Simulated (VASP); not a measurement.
VO2:

```xyz
6
Lattice="4.5300 0.0000 0.0000 0.0000 4.5300 0.0000 0.0000 0.0000 2.8690" Properties=species:S:1:pos:R:3 pbc="T T T"
V     0.0000    0.0000    0.0000
V     2.2650    2.2650    1.4345
O     1.3817    1.3817    0.0000
O     0.8834    3.6467    1.4345
O     3.1483    3.1483    0.0000
O     3.6467    0.8834    1.4345
```

```yaml
Program: VASP 6.6.1
Task: relaxation of cell and atoms
Functional: PBE
Potentials_or_basis: VASP PAW PBE potentials, release 64 (V_sv, O)
Cutoff: 600 eV
k_mesh: 8 × 8 × 14
Occupations: methfessel-paxton, width 0.1 eV
Spin: collinear spin, ferromagnetic start
Starting_moments: "[1.0, 1.0, 0.0, 0.0, 0.0, 0.0] μB"
```

At the start: pressure 5.2 GPa; volume 9.81 Å³/atom.

Task: Where does the relaxation end?

Result: Over 5 steps the energy falls by 10.9 meV/atom and the volume is 9.97 Å³/atom (+1.6 %); space group P4_2/mnm (No. 136, to 0.05 Å); moment 2.00 μB per cell.

The path:
| step | energy change (eV) | largest force (eV/Å) | pressure (GPa) | volume (Å³) |
| --- | --- | --- | --- | --- |
| 1 | 0.0000 | 0.6140 | 5.19 | 58.87 |
| 2 | -0.0199 | 0.1044 | -6.88 | 61.62 |
| 3 | -0.0473 | 0.1800 | -2.00 | 60.41 |
| 4 | -0.0647 | 0.0347 | -0.35 | 59.91 |
| 5 | -0.0653 | 0.0076 | -0.11 | 59.82 |

Final structure:
```yaml
crystal:
  lattice:
    - [4.58799, 0.00000, 0.00000]
    - [0.00000, 4.58799, 0.00000]
    - [0.00000, 0.00000, 2.84166]
  atoms:
    - { symbol: V, position: [0.00000, 0.00000, 0.00000] }
    - { symbol: V, position: [0.50000, 0.50000, 0.50000] }
    - { symbol: O, position: [0.29992, 0.29992, 0.00000] }
    - { symbol: O, position: [0.20008, 0.79992, 0.50000] }
    - { symbol: O, position: [0.70008, 0.70008, 0.00000] }
    - { symbol: O, position: [0.79992, 0.20008, 0.50000] }
```
